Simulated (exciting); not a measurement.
# Pb (Fd-3m) in exciting: notebook, part 2 of 2

exciting (release sodium). Earlier steps stand in the parts before.

### Step 3. Band structure, WC, spin-orbit coupling, no magnetisation

File run_exciting.py:

```python
import subprocess
import xml.etree.ElementTree as ET
from ase.io import read
from ase.units import Bohr

atoms = read("Pb.cif")
rmt = {'Pb': 2.3}  # bohr
tasks = """
<groundstate do="fromscratch" ngridk="4 4 4" rgkmax="8" gmaxvr="14" lmaxapw="10" lmaxmat="10" lmaxvr="8" stype="Gaussian" swidth="0.00499791" nempty="46" ValenceRelativity="iora*" epsengy="1e-05" epspot="1e-05" maxscl="60" outputlevel="normal">
  <libxc exchange="XC_GGA_X_WC" correlation="XC_GGA_C_PBE"/>
  <spin spinorb="true"/>
</groundstate>
<properties>
  <bandstructure>
    <plot1d>
      <path steps="80">
        <point coord="0 0 0" label="G"/>
        <point coord="0.5 0 0.5" label="X"/>
        <point coord="0.5 0.25 0.75" label="W"/>
        <point coord="0.375 0.375 0.75" label="K"/>
        <point coord="0 0 0" label="G"/>
        <point coord="0.5 0.5 0.5" label="L"/>
        <point coord="0.625 0.25 0.625" label="U"/>
        <point coord="0.5 0.25 0.75" label="W"/>
        <point coord="0.5 0.5 0.5" label="L"/>
        <point coord="0.375 0.375 0.75" label="K" breakafter="true"/>
        <point coord="0.625 0.25 0.625" label="U"/>
        <point coord="0.5 0 0.5" label="X"/>
      </path>
    </plot1d>
  </bandstructure>
</properties>
"""

root = ET.Element("input")
ET.SubElement(root, "title").text = "Pb"
structure = ET.SubElement(root, "structure", speciespath="./", tshift="false")
crystal = ET.SubElement(structure, "crystal", scale="1.0")
for vector in atoms.cell / Bohr:
    ET.SubElement(crystal, "basevect").text = " ".join(f"{x:.12f}" for x in vector)
symbols = atoms.get_chemical_symbols()
for element in dict.fromkeys(symbols):
    species = ET.SubElement(structure, "species", speciesfile=element + ".xml", rmt=str(rmt[element]))
    for symbol, position in zip(symbols, atoms.get_scaled_positions(wrap=False)):
        if symbol == element:
            ET.SubElement(species, "atom", coord=" ".join(f"{x:.12f}" for x in position))
root.extend(ET.fromstring("<tasks>" + tasks + "</tasks>"))
ET.indent(root)
ET.ElementTree(root).write("input.xml")
subprocess.run(["exciting_smp"], check=True)
```

File Pb.cif:

```cif
data_Pb
_cell_length_a 4.86348052
_cell_length_b 4.86348052
_cell_length_c 4.86348052
_cell_angle_alpha 60.00000000
_cell_angle_beta 60.00000000
_cell_angle_gamma 60.00000000
_space_group_name_H-M_alt 'P1'
_space_group_name_Hall 'P 1'
_space_group_IT_number 1
loop_
_space_group_symop_operation_xyz
'x,y,z'
loop_
_atom_site_label
_atom_site_type_symbol
_atom_site_symmetry_multiplicity
_atom_site_Wyckoff_symbol
_atom_site_fract_x
_atom_site_fract_y
_atom_site_fract_z
_atom_site_occupancy
Pb1 Pb 1 a 0.2500000000 0.2500000000 0.2500000000 1
Pb2 Pb 1 a 0.0000000000 0.0000000000 0.0000000000 1
```

Potentials or basis: all-electron LAPW+lo, shipped species files, valence relativity iora*.

Command:

```sh
> OMP_NUM_THREADS=1 python run_exciting.py
```

The program printed:

```text
================================================================================
EXCITING SODIUM started
[... 10 lines left out ...]

 Lattice vectors (cartesian) :
      9.1906462011      0.0000000000      0.0000000000
      4.5953231006      7.9593330874      0.0000000000
      4.5953231006      2.6531110291      7.5041311997

 Reciprocal lattice vectors (cartesian) :
      0.6836500035     -0.3947055135     -0.2790989452
      0.0000000000      0.7894110271     -0.2790989452
      0.0000000000      0.0000000000      0.8372968356

 Unit cell volume                           :     548.9378111289
 Brillouin zone volume                      :       0.4518730691

 Species :    1 (Pb)
     parameters loaded from                 :    Pb.xml
     name                                   :    lead
     nuclear charge                         :     -82.00000000
     electronic charge                      :      82.00000000
     atomic mass                            :  377702.49410000
     muffin-tin radius                      :       2.30000000
[... 44 lines left out ...]
 Total number of local-orbitals             :      28

 Exchange-correlation type                  :     100
     libxc; exchange: Wu & Cohen; correlation: Perdew, Burke & Ernzerhof (see libxc for references)

 Smearing scheme                            :    Gaussian
 Smearing width                             :       0.00499791

 Using multisecant Broyden potential mixing
[... 16 lines left out ...]
+ SCF iteration number :    1                                                  +
++++++++++++++++++++++++++++++++++++++++++++++++++++++++++++++++++++++++++++++++
 Total energy                               :    -41848.12326445
 _______________________________________________________________
 Fermi energy                               :         0.15551940
 Kinetic energy                             :     48741.15996455
 Coulomb energy                             :    -89811.34371121
 Exchange energy                            :      -767.85458948
 Correlation energy                         :       -10.08492832
 No external B-field energy in total energy
[... 462 lines left out ...]
 RMS change in effective potential (target) :  0.265465E-08  ( 0.100000E-04)
 Absolute change in total energy   (target) :  0.206245E-05  ( 0.100000E-04)
 Charge distance                   (target) :  0.230507E-08  ( 0.100000E-04)

++++++++++++++++++++++++++++++++++++++++++++++++++++++++++++++++++++++++++++++++
| Convergency criteria checked for the last 2 iterations                       +
| Convergence targets achieved. Performing final SCF iteration                 +
++++++++++++++++++++++++++++++++++++++++++++++++++++++++++++++++++++++++++++++++
 Total energy                               :    -41854.67579826
 _______________________________________________________________
 Fermi energy                               :         0.14064676
 Kinetic energy                             :     48734.46421097
 Coulomb energy                             :    -89811.13670192
 Exchange energy                            :      -767.91720355
 Correlation energy                         :       -10.08610376
 No external B-field energy in total energy
[... 14 lines left out ...]
 Moments :
     interstitial                 :    -0.00000000    -0.00000000     0.00000000
     moment in muffin-tin spheres :
         atom     1    Pb         :    -0.00000000    -0.00000000    -0.00000000
         atom     2    Pb         :    -0.00000000    -0.00000000    -0.00000000
     total moment in muffin-tins  :    -0.00000000    -0.00000000    -0.00000000
     total moment                 :    -0.00000000    -0.00000000    -0.00000000

++++++++++++++++++++++++++++++++++++++++++++++++++++++++++++++++++++++++++++++++
[... 12 lines left out ...]
| EXCITING SODIUM stopped                                                      =
================================================================================
```

Run time: 3.2 min. Hardware: 1 thread of Intel Xeon Platinum 8375C at 2.90GHz (Ice Lake), shared host; peak memory 0.24 GiB.

Results:

* Band gap on the k mesh: none (metal or under the smearing width)
* All electrons inside the program's atomic spheres: Pb 79.12 (radii Pb 2.3 bohr)
* Density of states at the Fermi level: 0.45 states/eV per cell

Levels at the corners of the path, in eV from the Fermi level:
| point | band 26 | band 27 | band 28 | band 29 | band 30 | band 31 |
| --- | --- | --- | --- | --- | --- | --- |
| Γ | -0.60 | 1.27 | 1.27 | 1.27 | 1.27 | 1.73 |
| X | -1.84 | -1.84 | -1.84 | 1.10 | 1.10 | 1.10 |
| W | -2.51 | -2.02 | -2.02 | 2.42 | 2.42 | 3.41 |
| K | -2.62 | -1.44 | -1.44 | 1.16 | 1.16 | 3.21 |
| Γ | -0.60 | 1.27 | 1.27 | 1.27 | 1.27 | 1.73 |
| L | -1.17 | -0.81 | -0.81 | 0.06 | 0.06 | 3.41 |
| U | -2.62 | -1.44 | -1.44 | 1.16 | 1.16 | 3.21 |
| W | -2.51 | -2.02 | -2.02 | 2.42 | 2.42 | 3.41 |
| L | -1.17 | -0.81 | -0.81 | 0.06 | 0.06 | 3.41 |
| K | -2.62 | -1.44 | -1.44 | 1.16 | 1.16 | 3.21 |
| U | -2.62 | -1.44 | -1.44 | 1.16 | 1.16 | 3.21 |
| X | -1.84 | -1.84 | -1.84 | 1.10 | 1.10 | 1.10 |

Caveat: the k mesh is coarse (spacing up to 0.40 Å⁻¹), so the values aren't converged; total energies with spin-orbit coupling aren't reliable in this program, so none is listed and the log's shouldn't be used.

### Step 4. Band structure, LDA

File input.xml:

```xml
<input>
  <title>Pb</title>
  <structure speciespath="./" tshift="false">
    <crystal scale="1">
      <basevect>0.000000000000 6.498768246523 6.498768246523</basevect>
      <basevect>6.498768246523 0.000000000000 6.498768246523</basevect>
      <basevect>6.498768246523 6.498768246523 0.000000000000</basevect>
    </crystal>
    <species speciesfile="Pb.xml" rmt="2.3">
      <atom coord="0.750000000000 0.750000000000 0.750000000000"/>
      <atom coord="0.500000000000 0.500000000000 0.500000000000"/>
    </species>
  </structure>
  <groundstate do="fromscratch" ngridk="7 7 7" rgkmax="9" gmaxvr="14" lmaxapw="10" lmaxmat="10" lmaxvr="8" xctype="LDA_PW" stype="Methfessel-Paxton 1" swidth="0.00734986" nempty="10" ValenceRelativity="iora*" epsengy="1e-05" epspot="1e-05" maxscl="60" outputlevel="normal"/>
  <properties>
    <bandstructure>
      <plot1d>
        <path steps="80">
          <point coord="0 0 0" label="G"/>
          <point coord="0.5 0 0.5" label="X"/>
          <point coord="0.5 0.25 0.75" label="W"/>
          <point coord="0.375 0.375 0.75" label="K"/>
          <point coord="0 0 0" label="G"/>
          <point coord="0.5 0.5 0.5" label="L"/>
          <point coord="0.625 0.25 0.625" label="U"/>
          <point coord="0.5 0.25 0.75" label="W"/>
          <point coord="0.5 0.5 0.5" label="L"/>
          <point coord="0.375 0.375 0.75" label="K" breakafter="true"/>
          <point coord="0.625 0.25 0.625" label="U"/>
          <point coord="0.5 0 0.5" label="X"/>
        </path>
      </plot1d>
    </bandstructure>
  </properties>
</input>
```

Potentials or basis: all-electron LAPW+lo, shipped species files, valence relativity iora*.

Command:

```sh
> OMP_NUM_THREADS=1 exciting_smp
```

INFO.OUT:

```text
================================================================================
EXCITING SODIUM started
[... 10 lines left out ...]

 Lattice vectors (cartesian) :
      0.0000000000      6.4987682465      6.4987682465
      6.4987682465      0.0000000000      6.4987682465
      6.4987682465      6.4987682465      0.0000000000

 Reciprocal lattice vectors (cartesian) :
     -0.4834135538      0.4834135538      0.4834135538
      0.4834135538     -0.4834135538      0.4834135538
      0.4834135538      0.4834135538     -0.4834135538

 Unit cell volume                           :     548.9378096613
 Brillouin zone volume                      :       0.4518730703

 Species :    1 (Pb)
     parameters loaded from                 :    Pb.xml
     name                                   :    lead
     nuclear charge                         :     -82.00000000
     electronic charge                      :      82.00000000
     atomic mass                            :  377702.49410000
     muffin-tin radius                      :       2.30000000
     # of radial points in muffin-tin       :     450

     atomic positions (lattice) :
       1 :   0.75000000  0.75000000  0.75000000
       2 :   0.50000000  0.50000000  0.50000000

 Total number of atoms per unit cell        :       2

 Spin treatment                             :    spin-unpolarised

 Number of Bravais lattice symmetries       :      48
 Number of crystal symmetries               :      24

 k-point grid                               :       7    7    7
 Total number of k-points                   :      30
 k-point set is reduced with crystal symmetries

 R^MT_min * |G+k|_max (rgkmax)              :       9.00000000
 Species with R^MT_min                      :       1 (Pb)
 Maximum |G+k| for APW functions            :       3.91304348
 Maximum |G| for potential and density      :      14.00000000

 G-vector grid sizes                        :      45    45    45
 Total number of G-vectors                  :   25509

 Maximum angular momentum used for
     APW functions                          :      10
     computing H and O matrix elements      :      10
     potential and density                  :       8
     inner part of muffin-tin               :       2

 Total nuclear charge                       :    -164.00000000
 Total electronic charge                    :     164.00000000
 Total core charge                          :     136.00000000
 Total valence charge                       :      28.00000000

 Number of empty states                     :      10
 Total number of valence states             :      25

 Maximum Hamiltonian size                   :     592
 Maximum number of plane-waves              :     564
 Total number of local-orbitals             :      28

 Exchange-correlation type                  :       3
     Perdew-Wang, Phys. Rev. B 45, 13244 (1992)

 Smearing scheme                            :    Methfessel-Paxton order 1, Phys. Rev. B 40, 3616 (1989)
 Smearing width                             :       0.00734986

 Using multisecant Broyden potential mixing
[... 16 lines left out ...]
+ SCF iteration number :    1                                                  +
++++++++++++++++++++++++++++++++++++++++++++++++++++++++++++++++++++++++++++++++
 Total energy                               :    -41825.19705580
 _______________________________________________________________
 Fermi energy                               :         0.15854115
 Kinetic energy                             :     48704.98500289
 Coulomb energy                             :    -89772.35562049
 Exchange energy                            :      -740.58507631
 Correlation energy                         :       -17.24136189

 DOS at Fermi energy (states/Ha/cell)       :        20.45565242

 Electron charges :
     core                                   :       136.00000000
     core leakage                           :         0.02528825
     valence                                :        28.00000000
     interstitial                           :         5.81747004
     charge in muffin-tin spheres :
                  atom     1    Pb          :        79.09126498
                  atom     2    Pb          :        79.09126498
     total charge in muffin-tins            :       158.18252996
     total charge                           :       164.00000000

++++++++++++++++++++++++++++++++++++++++++++++++++++++++++++++++++++++++++++++++
+ SCF iteration number :    2                                                  +
++++++++++++++++++++++++++++++++++++++++++++++++++++++++++++++++++++++++++++++++
 Total energy                               :    -41830.30627694
 _______________________________________________________________
 Fermi energy                               :         0.15588494
 Kinetic energy                             :     48701.80737473
 Coulomb energy                             :    -89774.21476882
 Exchange energy                            :      -740.65603366
 Correlation energy                         :       -17.24284919

 DOS at Fermi energy (states/Ha/cell)       :        20.42624498

 Electron charges :
     core                                   :       136.00000000
     core leakage                           :         0.02507031
     valence                                :        28.00000000
     interstitial                           :         5.79638972
     charge in muffin-tin spheres :
                  atom     1    Pb          :        79.10180513
                  atom     2    Pb          :        79.10180515
     total charge in muffin-tins            :       158.20361028
     total charge                           :       164.00000000
[... 253 lines left out ...]
 RMS change in effective potential (target) :  0.347792E-08  ( 0.100000E-04)
 Absolute change in total energy   (target) :  0.928961E-05  ( 0.100000E-04)
 Charge distance                   (target) :  0.429969E-08  ( 0.100000E-04)

++++++++++++++++++++++++++++++++++++++++++++++++++++++++++++++++++++++++++++++++
+ SCF iteration number :   12                                                  +
++++++++++++++++++++++++++++++++++++++++++++++++++++++++++++++++++++++++++++++++
 Total energy                               :    -41834.79028819
 _______________________________________________________________
 Fermi energy                               :         0.14900900
 Kinetic energy                             :     48698.42988985
 Coulomb energy                             :    -89775.27305725
 Exchange energy                            :      -740.70314183
 Correlation energy                         :       -17.24397896

 DOS at Fermi energy (states/Ha/cell)       :        20.30720724

 Electron charges :
     core                                   :       136.00000000
     core leakage                           :         0.02485078
     valence                                :        28.00000000
     interstitial                           :         5.77714412
     charge in muffin-tin spheres :
                  atom     1    Pb          :        79.11142790
                  atom     2    Pb          :        79.11142797
     total charge in muffin-tins            :       158.22285588
     total charge                           :       164.00000000

 RMS change in effective potential (target) :  0.224382E-08  ( 0.100000E-04)
 Absolute change in total energy   (target) :  0.156199E-05  ( 0.100000E-04)
 Charge distance                   (target) :  0.105417E-08  ( 0.100000E-04)

++++++++++++++++++++++++++++++++++++++++++++++++++++++++++++++++++++++++++++++++
| Convergency criteria checked for the last 2 iterations                       +
| Convergence targets achieved. Performing final SCF iteration                 +
++++++++++++++++++++++++++++++++++++++++++++++++++++++++++++++++++++++++++++++++
 Total energy                               :    -41834.79028990
 _______________________________________________________________
 Fermi energy                               :         0.14900900
 Kinetic energy                             :     48698.42988893
 Coulomb energy                             :    -89775.27305800
 Exchange energy                            :      -740.70314187
 Correlation energy                         :       -17.24397896

 DOS at Fermi energy (states/Ha/cell)       :        20.30720717

 Electron charges :
     core                                   :       136.00000000
     core leakage                           :         0.02485078
     valence                                :        28.00000000
     interstitial                           :         5.77714413
     charge in muffin-tin spheres :
                  atom     1    Pb          :        79.11142791
                  atom     2    Pb          :        79.11142797
     total charge in muffin-tins            :       158.22285587
     total charge                           :       164.00000000

++++++++++++++++++++++++++++++++++++++++++++++++++++++++++++++++++++++++++++++++
[... 9 lines left out ...]
| EXCITING SODIUM stopped                                                      =
================================================================================
```

Run time: 3.7 min. Hardware: 1 thread of Arm Neoverse V1, shared host; peak memory 0.16 GiB.

Results:

```yaml
Free_energy: -1138382.6408 eV
Band_gap_on_the_k_mesh: none (metal or under the smearing width)
All_electrons_inside_the_program's_atomic_spheres: Pb 79.11 (radii Pb 2.3 bohr)
Density_of_states_at_the_Fermi_level: 0.75 states/eV per cell
```

Levels at the corners of the path, in eV from the Fermi level:
| point | band 12 | band 13 | band 14 | band 15 | band 16 | band 17 |
| --- | --- | --- | --- | --- | --- | --- |
| Γ | -4.04 | 0.41 | 0.41 | 0.41 | 2.41 | 2.41 |
| X | -8.55 | -1.97 | -1.97 | 0.83 | 0.83 | 7.14 |
| W | -8.53 | -2.43 | -2.43 | 2.71 | 2.71 | 4.26 |
| K | -8.12 | -2.73 | -1.64 | 0.96 | 2.99 | 5.16 |
| Γ | -4.04 | 0.41 | 0.41 | 0.41 | 2.41 | 2.41 |
| L | -7.16 | -1.00 | -0.74 | -0.74 | 3.53 | 3.53 |
| U | -8.12 | -2.73 | -1.64 | 0.96 | 2.99 | 5.16 |
| W | -8.53 | -2.43 | -2.43 | 2.71 | 2.71 | 4.26 |
| L | -7.16 | -1.00 | -0.74 | -0.74 | 3.53 | 3.53 |
| K | -8.12 | -2.73 | -1.64 | 0.96 | 2.99 | 5.16 |
| U | -8.12 | -2.73 | -1.64 | 0.96 | 2.99 | 5.16 |
| X | -8.55 | -1.97 | -1.97 | 0.83 | 0.83 | 7.14 |

Caveat: the log's total energy holds no entropy term; the free energy is that total less TS from the occupations; spin-orbit coupling is left out, which moves the levels of the heavy elements.

### Step 5. Summary

```csv
task,level,spin,k mesh,smearing,outputlevel,top of the spectrum (Ha),broadening (Ha),scissor shift (eV),nempty,rgkmax,mesh quality,gap on the mesh (eV)
optical spectrum,PBEsol,off,"4 × 4 × 4, shifted",gaussian 0.01 eV,low,1 Ha,0.007 Ha,1 eV,28,8,coarse,-
band structure,WC,"SOC, no magnetisation",4 × 4 × 4,gaussian 0.136 eV,normal,-,-,-,46,8,coarse,none
band structure,LDA,off,7 × 7 × 7,methfessel-paxton 0.2 eV,normal,-,-,-,10,9,not flagged,none
```

Alike in all rows: potentials or basis all-electron LAPW+lo, shipped species files, valence relativity iora*; cell as given.

Caveats: some runs use coarse meshes; the intraband (Drude) term of the metal is left out (some runs); the scissor shift is a trial value, not fitted to this crystal (some runs); spectra need much finer meshes, so this one isn't converged (some runs); independent-particle spectra lack excitons (some runs); the free energy is that total less TS from the occupations (some runs); spin-orbit coupling is left out, which moves the levels of the heavy elements (some runs).

Compare energies only between runs with the same functional and basis.
